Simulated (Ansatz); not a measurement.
# Energy landscape near a Al$_{2}$Pt structure

Method: DFT PBE, scalar-relativistic, plane waves, PAW (Ansatz 0.2.0).

Cutoff 420 eV; k points 12×12×12 on the computed 3-atom cell (Γ-centred); Gaussian smearing, width 0.10 eV; no spin polarisation.

Reference cell:

```yaml
crystal:
  lattice:
    - [0.00000, 2.95500, 2.95500]
    - [2.95500, 0.00000, 2.95500]
    - [2.95500, 2.95500, 0.00000]
  atoms:
    - { symbol: Al, position: [0.25000, 0.25000, 0.25000] }
    - { symbol: Al, position: [0.75000, 0.75000, 0.75000] }
    - { symbol: Pt, position: [0.00000, 0.00000, 0.00000] }
```

Each variant moves atoms of this cell by the vectors given, if any (Å), and then applies a symmetric strain (tensor components, Cartesian axes). The reference cell isn't relaxed at this level. Energies are per atom at zero smearing, counted from the lowest variant. Pressure is positive in compression.

1. strain (xx yy zz yz xz xy, %) 4.97 4.97 4.97 0.00 0.00 0.00
2. strain (xx yy zz yz xz xy, %) -3.38 -3.38 -3.38 0.00 0.00 0.00
3. strain (xx yy zz yz xz xy, %) 3.98 3.98 3.98 0.00 0.00 0.00
4. strain (xx yy zz yz xz xy, %) -2.14 -2.14 -2.14 0.00 0.00 0.00
5. strain (xx yy zz yz xz xy, %) 1.50 -7.50 1.50 0.00 0.00 0.00; moves: Al1 (0.000, -0.042, 0.000); Al2 (0.000, -0.042, 0.000); Pt3 (0.000, 0.085, 0.000)
6. strain (xx yy zz yz xz xy, %) 1.46 1.46 1.46 0.00 0.00 0.00
7. strain (xx yy zz yz xz xy, %) -3.23 -3.93 -3.68 -0.50 0.15 -0.06; moves: Al1 (0.153, 0.108, -0.155); Al2 (-0.149, 0.112, 0.206); Pt3 (-0.004, -0.220, -0.051)
8. strain (xx yy zz yz xz xy, %) 2.18 2.18 2.18 0.00 0.00 0.00
9. strain (xx yy zz yz xz xy, %) 1.02 1.02 1.02 0.00 0.00 0.00

```csv
result,ΔE (meV/atom),P (GPa),largest force (eV/Å)
A,62.8,-10.23,0.00
B,114.1,20.56,0.00
C,79.6,10.75,1.18
D,3.4,-3.09,0.00
E,51.3,12.95,0.00
F,13.6,-5.41,0.00
G,0.0,-1.54,0.00
H,102.1,-12.33,0.00
I,577.1,34.64,5.51
```

Problem. Which variant gave which result?

Solution. A is 3, B is 2, C is 5, D is 6, E is 4, F is 8, G is 9, H is 1, I is 7. The pressure falls as the cell grows: from the smallest volume to the largest the variants are 7, 2, 4, 5, 9, 6, 8, 3, 1.

Spin–orbit coupling is left out, which can shift energies with elements as heavy as these.